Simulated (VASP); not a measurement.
A run of VASP 6.6.1 is set up as follows.

File POSCAR:

```
AlGaAs2
1.0
    5.6738468644      0.0000000000      0.0000000000
    0.0000000000     -5.6738468644      0.0000000000
    0.0000000000      0.0000000000     -5.6726712626
  Al              Ga              As
     2     2     4
Direct
     0.0000000000000000    0.5000000000000000    0.5000000000000000
     0.5000000000000000    0.0000000000000000    0.5000000000000000
     0.5000000000000000    0.5000000000000000    0.0000000000000000
     0.0000000000000000    0.0000000000000000    0.0000000000000000
     0.2500000000000000    0.2500000000000000    0.2500094901814691
     0.7500000000000000    0.7500000000000000    0.2500094901814691
     0.7500000000000000    0.2500000000000000    0.7499905098185309
     0.2500000000000000    0.7500000000000000    0.7499905098185309
```

Contents of INCAR.step1:

```
SYSTEM = AlGaAs2
PREC = Accurate
ENCUT = 600
EDIFF = 1E-8
ISMEAR = 0
SIGMA = 0.03
LREAL = .FALSE.
LASPH = .TRUE.
NELM = 80
ALGO = Fast
ISIF = 3
LWAVE = .FALSE.
LCHARG = .FALSE.
GGA = PS
KPAR = 4
IBRION = 2
NSW = 40
EDIFFG = -0.002
```

File INCAR.step2:

```
SYSTEM = AlGaAs2
PREC = Accurate
ENCUT = 600
EDIFF = 1E-8
ISMEAR = 0
SIGMA = 0.03
LREAL = .FALSE.
LASPH = .TRUE.
NELM = 80
ALGO = Fast
ISIF = 2
LWAVE = .FALSE.
LCHARG = .FALSE.
GGA = PS
KPAR = 4
IBRION = 6
NFREE = 2
POTIM = 0.015
NSW = 1
```

File KPOINTS:

```
Automatic mesh
0
G
  4 4 4
  0 0 0
```

Potentials or basis: VASP PAW PBE potentials, release 64 (Al, Ga_d, As).

Run with:

```sh
$ cat potpaw_PBE.64/Al/POTCAR potpaw_PBE.64/Ga_d/POTCAR potpaw_PBE.64/As/POTCAR > POTCAR
$ cp INCAR.step1 INCAR
$ mpirun -np 4 vasp_std > vasp.out
$ cp CONTCAR POSCAR
$ cp INCAR.step2 INCAR
$ mpirun -np 4 vasp_std > vasp.out
```

Task: Estimate the highest phonon frequency at Γ, LO-TO splitting left out.

Result: 368 cm⁻¹.

Phonon frequencies in cm⁻¹ (negative: imaginary):
```
              q point                                                                          frequencies
(0.000, 0.000, 0.000)  0 0 0 70 82 82 83 83 96 208 213 216 237 237 241 247 247 248 332 350 350 358 358 368
```
